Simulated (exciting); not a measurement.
The system is LiCl.

```xyz
2
Lattice="0.0000 2.5648 2.5648 2.5648 0.0000 2.5648 2.5648 2.5648 0.0000" Properties=species:S:1:pos:R:3 pbc="T T T"
Cl    2.5648    2.5648    2.5648
Li    0.0000    0.0000    0.0000
```

Base run:

* Program: exciting (release sodium)
* Functional: LDA
* Potentials or basis: all-electron LAPW+lo, shipped species files, valence relativity zora
* rgkmax: 7
* k mesh: 9 × 9 × 9
* Occupations: fermi-dirac, width 0.05 eV
* Spin: no spin polarisation

Its results: band gap on the k mesh 5.99 eV, direct.

Problem. After a change of settings the same cell gave: band gap on the k mesh 6.14 eV, direct. Which change was it?
A. functional from LDA to RPBE
B. functional from LDA to PBEsol
C. functional from LDA to PBE; occupations from fermi-dirac, width 0.05 eV to gaussian, width 0.012 eV
D. functional from LDA to revPBE

Solution. B.
